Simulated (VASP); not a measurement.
# TePb (Fm-3m) in VASP: a series of runs

Runs on TePb. Level: PBE. Tasks: single point.

All numbers are computed with VASP 6.6.1; they aren't measurements. Logs are shortened: lines on timing, memory, paths and dates and some standing lists are left out, and cuts for length are marked.

**1. The crystal as given**

The structure is cubic, space group Fm-3m (No. 225). Conventional cell: a = 6.462 Å, b = 6.462 Å, c = 6.462 Å, α = 90.00°, β = 90.00°, γ = 90.00°. Pb (site symmetry m-3m) is surrounded by 6 Te at 3.23 Å. Around Te (site symmetry m-3m) lie 6 Pb at 3.23 Å.

**2. Single point, PBE**

The input, INCAR:

```
SYSTEM = TePb
ADDGRID = .False.
ALGO = Normal
EDIFF = 1E-7
ENCUT = 460
GGA = PE
ISIF = 2
ISMEAR = 0
LASPH = .True.
LCHARG = .False.
LREAL = .False.
LWAVE = .False.
NELM = 100
PREC = Low
SIGMA = 0.05
```

The input, KPOINTS:

```
k-points
0
Gamma
  5 5 5
  0 0 0
```

The input, POSCAR:

```
TePb
1.0
    0.0000000000      3.2310000000      3.2310000000
    3.2310000000      0.0000000000      3.2310000000
    3.2310000000      3.2310000000      0.0000000000
Pb Te
1 1
Direct
    0.0000000000      0.0000000000      0.0000000000
    0.5000000000      0.5000000000      0.5000000000
```

Potentials or basis: VASP PAW PBE potentials, release 64 (Pb_d, Te).

Command:

```console
> cat potpaw_PBE.64/Pb_d/POTCAR potpaw_PBE.64/Te/POTCAR > POTCAR
> mpirun -np 1 vasp_std > vasp.out
```

OUTCAR:

```text
SYSTEM = TePb
   EDIFF = 1E-7
   ENCUT = 460
   GGA = PE
   ISIF = 2
   ISMEAR = 0
   LASPH = .True.
   LREAL = .False.
   NELM = 100
   PREC = Low

 Found     10 irreducible k-points:

 Following reciprocal coordinates:
            Coordinates               Weight
  0.000000  0.000000  0.000000      1.000000
  0.200000  0.000000  0.000000      8.000000
  0.400000  0.000000  0.000000      8.000000
  0.200000  0.200000  0.000000      6.000000
  0.400000  0.200000  0.000000     24.000000
 -0.400000  0.200000  0.000000     24.000000
   k-points           NKPTS =     10   k-points in BZ     NKDIM =     10   number of bands    NBANDS=     14
   number of dos      NEDOS =    301   number of ions     NIONS =      2
   total plane-waves  NPLWV =  13824
   dimension x,y,z NGX =    24 NGY =   24 NGZ =   24
   dimension x,y,z NGXF=    24 NGYF=   24 NGZF=   24
   ions per type =               1   1
   NGX,Y,Z   is equivalent  to a cutoff of   8.73,  8.73,  8.73 a.u.
   NGXF,Y,Z  is equivalent  to a cutoff of   8.73,  8.73,  8.73 a.u.
 SYSTEM =  TePb
   PREC   = low       normal or accurate (medium, high low for compatibility)
   ISTART =      0    job   : 0-new  1-cont  2-samecut
   ICHARG =      2    charge: 1-file 2-atom 10-const
   ISPIN  =      1    spin polarized calculation?
   LNONCOLLINEAR =      F non collinear calculations
   LSORBIT =      F    spin-orbit coupling
   LASPH  =      T    aspherical Exc in radial PAW
   ENCUT  =  460.0 eV  33.81 Ry    5.81 a.u.   7.99  7.99  7.99*2*pi/ulx,y,z
   NELM   =    100;   NELMIN=  2; NELMDL= -5     # of ELM steps
   EDIFF  = 0.1E-06   stopping-criterion for ELM
   LREAL  =      F    real-space projection
   EDIFFG = 0.1E-05   stopping-criterion for IOM
   NSW    =      0    number of steps for IOM
   IBRION =     -1    ionic relax: 0-MD 1-quasi-New 2-CG
   NFREE  =      0    steps in history (QN), initial steepest desc. (CG)
   ISIF   =      2    stress and relaxation
   ISYM   =      2    0-nonsym 1-usesym 2-fastsym
   POTIM  = 0.5000    time-step for ionic-motion
   TEBEG  =    0.0;   TEEND  =   0.0 temperature during run
   PSTRESS=    0.0 pullay stress
   NELECT =      20.0000    total number of electrons
   NUPDOWN=      -1.0000    fix difference up-down
   EMIN   =  10.00;   EMAX   =-10.00  energy-range for DOS
   EFERMI =   0.00;   METHOD = LEGACY
   ISMEAR =     0;   SIGMA  =   0.05  broadening in eV -4-tet -1-fermi 0-gaus
   EFERMI_NEDOS =   21; number of points for ismear=-14 and -15
   IALGO  =     38    algorithm
   IMIX   =      4    mixing-type and parameters
     AMIX     =   0.40;   BMIX     =  1.00
     AMIX_MAG =   1.60;   BMIX_MAG =  1.00
  volume/ion in A,a.u.               =      33.73       227.62
  Fermi-wavevector in a.u.,A,eV,Ry     =   1.091619  2.062861 16.213147  1.191633
  Thomas-Fermi vector in A             =   2.227868
   LORBIT       =      0    0 simple, 1 ext, 2 COOP (PROOUT), +10 PAW based schemes
   GGA     = PE    functional components
   LHFCALC =     F    Hartree Fock is set to
   AEXX    =    0.0000 exact exchange contribution
   IVDW    =     0    specifies the selected vdW correction
   LEPSILON=     F    determine dielectric tensor
   LRPA    =     F    only Hartree local field effects (RPA)
 non-spin polarized calculation
 Gauss-broadening in eV      SIGMA  =   0.05
  energy-cutoff  :      460.00
  volume of cell :       67.46
 maximum number of plane-waves:      1524
   NGX = 15   NGY = 15   NGZ = 15

 number of electron      20.0000587 magnetization

 Free energy of the ion-electron system (eV)
  ---------------------------------------------------
  ext. energy  EPLUGINS =         0.00000000
  ---------------------------------------------------
  free energy    TOTEN  =        -7.50590615 eV

  energy without entropy =       -7.50590615  energy(sigma->0) =       -7.50590615

 E-fermi :   5.6928     XC(G=0):  -9.3013

 val. band max:        5.4623324305   @ k =  -0.2000   0.2000   0.0000
 cond. band min:       6.6692769877   @ k =   0.4000   0.0000   0.0000
 fundamental gap:      1.2069445572
 Fermi energy:         5.6928493387

 k-point     1 :       0.0000    0.0000    0.0000
  band No.  band energies     occupation
      1     -11.0995      2.00000
      2     -11.0995      2.00000
      3     -11.0906      2.00000
      4     -11.0906      2.00000
      5     -11.0906      2.00000
      6      -6.3950      2.00000
      7       0.0290      2.00000
      8       4.2770      2.00000
      9       4.2770      2.00000
     10       4.2770      2.00000
     11       9.7020      0.00000
     12       9.7020      0.00000
     13       9.7021      0.00000
     14      11.4200      0.00000

 k-point     2 :       0.2000    0.0000    0.0000
  band No.  band energies     occupation
      1     -11.1044      2.00000
      2     -11.1042      2.00000
      3     -11.0897      2.00000
      4     -11.0851      2.00000
      5     -11.0849      2.00000
      6      -6.0572      2.00000
      7      -0.9643      2.00000
      8       4.3810      2.00000
      9       4.3810      2.00000
     10       4.7905      2.00000
     11       8.2031      0.00000
     12       8.4850      0.00000
     13       8.4852      0.00000
     14      11.3574      0.00000

 k-point     3 :       0.4000    0.0000    0.0000
  band No.  band energies     occupation
      1     -11.1132      2.00000
      2     -11.1128      2.00000
      3     -11.0885      2.00000
      4     -11.0751      2.00000
      5     -11.0748      2.00000
      6      -5.2112      2.00000
      7      -2.5963      2.00000
      8       4.6606      2.00000
      9       4.6606      2.00000
     10       5.4444      2.00000
     11       6.6693      0.00000
     12       7.1195      0.00000
     13       7.1197      0.00000
     14      12.9660      0.00000

 k-point     4 :       0.2000    0.2000    0.0000
  band No.  band energies     occupation
      1     -11.1160      2.00000
      2     -11.0956      2.00000
      3     -11.0940      2.00000
      4     -11.0821      2.00000
      5     -11.0821      2.00000
      6      -5.9472      2.00000
      7      -0.9457      2.00000
      8       3.6966      2.00000
      9       3.6966      2.00000
     10       5.0333      2.00000
     11       7.4800      0.00000
     12       9.9227      0.00000
     13       9.9227      0.00000
     14      10.0135      0.00000

 k-point     5 :       0.4000    0.2000    0.0000
  band No.  band energies     occupation
      1     -11.1289      2.00000
      2     -11.1001      2.00000
      3     -11.0921      2.00000
      4     -11.0763      2.00000
      5     -11.0727      2.00000
      6      -5.2717      2.00000
      7      -2.0093      2.00000
      8       3.4083      2.00000
      9       3.5715      2.00000
     10       3.8730      2.00000
     11       8.5309      0.00000
     12       9.1372      0.00000
     13       9.1567      0.00000
     14      10.5531      0.00000

 k-point     6 :      -0.4000    0.2000    0.0000
  band No.  band energies     occupation
      1     -11.1256      2.00000
      2     -11.1086      2.00000
      3     -11.0846      2.00000
      4     -11.0772      2.00000
      5     -11.0727      2.00000
      6      -4.8177      2.00000
      7      -2.7194      2.00000
      8       2.6703      2.00000
      9       4.1269      2.00000
     10       4.5069      2.00000
     11       7.7063      0.00000
     12       7.8410      0.00000
     13       9.7991      0.00000
     14      12.6562      0.00000

 [... further k-points ...]

------------------------ aborting loop because EDIFF is reached ----------------------------------------

  FORCE on cell =-STRESS in cart. coord.  units (eV):
  Direction    XX          YY          ZZ          XY          YZ          ZX
  --------------------------------------------------------------------------------------
  -------------------------------------------------------------------------------------
  Total        0.9060964      0.9060964      0.9060964     -0.0000000      0.0000000     -0.0000000
  in kB       21.5200919     21.5200919     21.5200919     -0.0000000      0.0000000     -0.0000000
  external PRESSURE =      21.5200919 kB  Pullay stress =       0.0000000 kB

 VOLUME and BASIS-vectors are now :
 -----------------------------------------------------------------------------
  energy-cutoff  :      460.00
  volume of cell :       67.46
      direct lattice vectors                 reciprocal lattice vectors
     0.000000000  3.231000000  3.231000000    -0.154750851  0.154750851  0.154750851
     3.231000000  0.000000000  3.231000000     0.154750851 -0.154750851  0.154750851
     3.231000000  3.231000000  0.000000000     0.154750851  0.154750851 -0.154750851

 POSITION                                       TOTAL-FORCE (eV/Angst)
 -----------------------------------------------------------------------------------
      0.00000      0.00000      0.00000         0.000000     -0.000000      0.000000
      3.23100      3.23100      3.23100        -0.000000      0.000000      0.000000
 -----------------------------------------------------------------------------------
    total drift:                               -0.000000     -0.000000     -0.000000

  FREE ENERGIE OF THE ION-ELECTRON SYSTEM (eV)
  ---------------------------------------------------
  free  energy   TOTEN  =        -7.5059061482 eV

  energy  without entropy=       -7.5059061482  energy(sigma->0) =       -7.50590615
```

Wall time 5 s (1 thread of Intel Xeon Platinum 8488C (Sapphire Rapids), shared host); peak memory 0.11 GiB.

The run converged, but some of its settings lie outside the range that counts as converged, so its numbers aren't taken as properties of the crystal.

Results:

```
Free energy : -7.5059 eV
Pressure    : 2.2 GPa
```

Caveat: this odd mesh misses L, where the gap lies, so gap, dielectric constants and Born charges aren't listed.

**3. Single point, PBE**

INCAR is that of step 2.

KPOINTS is that of step 2.

The input, POSCAR:

```
TePb
1.0
    0.0000000000      3.2310000000      3.2310000000
    3.2310000000      0.0000000000      3.2310000000
    3.2310000000      3.2310000000      0.0000000000
Pb Te
1 1
Direct
   -0.0068530000      0.0005720000     -0.0056850000
    0.5279490000      0.4690950000      0.5208160000
```

Potentials or basis: VASP PAW PBE potentials, release 64 (Pb_d, Te).

Command:

```console
> cat potpaw_PBE.64/Pb_d/POTCAR potpaw_PBE.64/Te/POTCAR > POTCAR
> mpirun -np 1 vasp_std > vasp.out
```

OUTCAR:

```text
SYSTEM = TePb
   EDIFF = 1E-7
   ENCUT = 460
   GGA = PE
   ISIF = 2
   ISMEAR = 0
   LASPH = .True.
   LREAL = .False.
   NELM = 100
   PREC = Low

 Found     63 irreducible k-points:

 Following reciprocal coordinates:
            Coordinates               Weight
  0.000000  0.000000  0.000000      1.000000
  0.200000  0.000000  0.000000      2.000000
  0.000000  0.200000  0.000000      2.000000
  0.000000  0.000000  0.200000      2.000000
  0.200000  0.200000  0.200000      2.000000
  0.400000  0.000000  0.000000      2.000000
   k-points           NKPTS =     63   k-points in BZ     NKDIM =     63   number of bands    NBANDS=     14
   number of dos      NEDOS =    301   number of ions     NIONS =      2
   total plane-waves  NPLWV =  13824
   dimension x,y,z NGX =    24 NGY =   24 NGZ =   24
   dimension x,y,z NGXF=    24 NGYF=   24 NGZF=   24
   ions per type =               1   1
   NGX,Y,Z   is equivalent  to a cutoff of   8.73,  8.73,  8.73 a.u.
   NGXF,Y,Z  is equivalent  to a cutoff of   8.73,  8.73,  8.73 a.u.
 SYSTEM =  TePb
   PREC   = low       normal or accurate (medium, high low for compatibility)
   ISTART =      0    job   : 0-new  1-cont  2-samecut
   ICHARG =      2    charge: 1-file 2-atom 10-const
   ISPIN  =      1    spin polarized calculation?
   LNONCOLLINEAR =      F non collinear calculations
   LSORBIT =      F    spin-orbit coupling
   LASPH  =      T    aspherical Exc in radial PAW
   ENCUT  =  460.0 eV  33.81 Ry    5.81 a.u.   7.99  7.99  7.99*2*pi/ulx,y,z
   NELM   =    100;   NELMIN=  2; NELMDL= -5     # of ELM steps
   EDIFF  = 0.1E-06   stopping-criterion for ELM
   LREAL  =      F    real-space projection
   EDIFFG = 0.1E-05   stopping-criterion for IOM
   NSW    =      0    number of steps for IOM
   IBRION =     -1    ionic relax: 0-MD 1-quasi-New 2-CG
   NFREE  =      0    steps in history (QN), initial steepest desc. (CG)
   ISIF   =      2    stress and relaxation
   ISYM   =      2    0-nonsym 1-usesym 2-fastsym
   POTIM  = 0.5000    time-step for ionic-motion
   TEBEG  =    0.0;   TEEND  =   0.0 temperature during run
   PSTRESS=    0.0 pullay stress
   NELECT =      20.0000    total number of electrons
   NUPDOWN=      -1.0000    fix difference up-down
   EMIN   =  10.00;   EMAX   =-10.00  energy-range for DOS
   EFERMI =   0.00;   METHOD = LEGACY
   ISMEAR =     0;   SIGMA  =   0.05  broadening in eV -4-tet -1-fermi 0-gaus
   EFERMI_NEDOS =   21; number of points for ismear=-14 and -15
[... 19 lines left out ...]
   NGX = 15   NGY = 15   NGZ = 15

 number of electron      20.0000063 magnetization

 Free energy of the ion-electron system (eV)
  ---------------------------------------------------
  ext. energy  EPLUGINS =         0.00000000
  ---------------------------------------------------
  free energy    TOTEN  =        -7.49156558 eV

  energy without entropy =       -7.49156558  energy(sigma->0) =       -7.49156558

 E-fermi :   5.7543     XC(G=0):  -9.2934

 val. band max:        5.4874499963   @ k =   0.2000   0.0000  -0.2000
 cond. band min:       6.7222137545   @ k =   0.0000   0.0000   0.4000
 fundamental gap:      1.2347637581
 Fermi energy:         5.7542950308

 k-point     1 :       0.0000    0.0000    0.0000
  band No.  band energies     occupation
      1     -11.0733      2.00000
      2     -11.0733      2.00000
      3     -11.0648      2.00000
      4     -11.0591      2.00000
      5     -11.0590      2.00000
      6      -6.4353      2.00000
      7       0.0630      2.00000
      8       4.2091      2.00000
      9       4.3027      2.00000
     10       4.3044      2.00000
     11       9.4998      0.00000
     12       9.5028      0.00000
     13       9.7750      0.00000
     14      11.4238      0.00000
[... 71 lines left out ...]
      1     -11.0883      2.00000
      2     -11.0860      2.00000
      3     -11.0599      2.00000
      4     -11.0463      2.00000
      5     -11.0435      2.00000
      6      -5.2717      2.00000
      7      -2.5488      2.00000
      8       4.5129      2.00000
      9       4.6442      2.00000
     10       5.3855      2.00000
     11       6.7406      0.00000
     12       7.1318      0.00000
     13       7.3059      0.00000
     14      12.9172      0.00000

 [... further k-points ...]

------------------------ aborting loop because EDIFF is reached ----------------------------------------

  FORCE on cell =-STRESS in cart. coord.  units (eV):
  Direction    XX          YY          ZZ          XY          YZ          ZX
  --------------------------------------------------------------------------------------
  -------------------------------------------------------------------------------------
  Total        0.8800608      1.5382529      0.8775215     -0.0046492      0.0057079      0.0017635
  in kB       20.9017373     36.5340187     20.8414276     -0.1104210      0.1355654      0.0418849
  external PRESSURE =      26.0923945 kB  Pullay stress =       0.0000000 kB

 VOLUME and BASIS-vectors are now :
 -----------------------------------------------------------------------------
  energy-cutoff  :      460.00
  volume of cell :       67.46
      direct lattice vectors                 reciprocal lattice vectors
     0.000000000  3.231000000  3.231000000    -0.154750851  0.154750851  0.154750851
     3.231000000  0.000000000  3.231000000     0.154750851 -0.154750851  0.154750851
     3.231000000  3.231000000  0.000000000     0.154750851  0.154750851 -0.154750851

 POSITION                                       TOTAL-FORCE (eV/Angst)
 -----------------------------------------------------------------------------------
      3.21448      6.42149      3.21071        -0.007958      0.206481      0.010443
      3.19840      3.38856      3.22145         0.007958     -0.206481     -0.010443
 -----------------------------------------------------------------------------------
    total drift:                                0.004337      0.011964      0.006195

  FREE ENERGIE OF THE ION-ELECTRON SYSTEM (eV)
  ---------------------------------------------------
  free  energy   TOTEN  =        -7.4915655804 eV

  energy  without entropy=       -7.4915655804  energy(sigma->0) =       -7.49156558
```

OSZICAR:

```text
N       E                     dE             d eps       ncg     rms          rms(c)
DAV:   1     0.146475910511E+03    0.14648E+03   -0.86365E+03  1764   0.126E+03
DAV:   2     0.301738879742E+01   -0.14346E+03   -0.14040E+03  1854   0.324E+02
DAV:   3    -0.734100556062E+01   -0.10358E+02   -0.10268E+02  2352   0.954E+01
DAV:   4    -0.759542386272E+01   -0.25442E+00   -0.25430E+00  2138   0.183E+01
DAV:   5    -0.760358947170E+01   -0.81656E-02   -0.81655E-02  2404   0.276E+00    0.355E+00
DAV:   6    -0.749275061857E+01    0.11084E+00   -0.26969E-01  2324   0.426E+00    0.223E+00
DAV:   7    -0.749001839035E+01    0.27322E-02   -0.84545E-02  2222   0.169E+00    0.938E-01
DAV:   8    -0.749147317009E+01   -0.14548E-02   -0.93164E-03  2076   0.110E+00    0.160E-01
DAV:   9    -0.749151883795E+01   -0.45668E-04   -0.91348E-04  2678   0.345E-01    0.526E-02
DAV:  10    -0.749155676955E+01   -0.37932E-04   -0.11131E-04  1788   0.848E-02    0.232E-02
DAV:  11    -0.749156580730E+01   -0.90377E-05   -0.27553E-05  2176   0.440E-02    0.126E-02
DAV:  12    -0.749156577534E+01    0.31952E-07   -0.16796E-06  2256   0.112E-02    0.687E-03
DAV:  13    -0.749156544767E+01    0.32767E-06   -0.43787E-07  2016   0.477E-03    0.186E-03
DAV:  14    -0.749156555019E+01   -0.10252E-06   -0.43014E-08  1104   0.248E-03    0.279E-04
DAV:  15    -0.749156558044E+01   -0.30250E-07   -0.21441E-08   918   0.935E-04
   1 F= -.74915656E+01 E0= -.74915656E+01  d E =-.368947E-15
```

stdout:

```text
POSCAR found type information on POSCAR PbTe
 POSCAR found :  2 types and       2 ions
 scaLAPACK will be used
 LDA part: xc-table for (Slater+PW92), standard interpolation
 POSCAR, INCAR and KPOINTS ok, starting setup
 FFT: planning ... GRIDC
 FFT: planning ... GRID_SOFT
 FFT: planning ... GRID
 WAVECAR not read
 entering main loop
```

It took 17 s on 1 thread of Intel Xeon Platinum 8488C (Sapphire Rapids), shared host; peak memory 0.15 GiB.

These settings aren't checked as converged: the numbers below hold their error.

Results:

| Quantity | Value |
| --- | --- |
| Free energy | -7.4916 eV |
| Pressure | 2.6 GPa |
| Largest force | 0.207 eV/Å |
| Band gap on the k mesh | 1.23 eV, indirect (least direct gap 1.31 eV) |

Caveat: spin-orbit coupling is left out, which as a rule narrows the gap of such compounds by several tenths of an eV; an odd mesh through Γ misses points on the zone boundary, where band edges often lie.
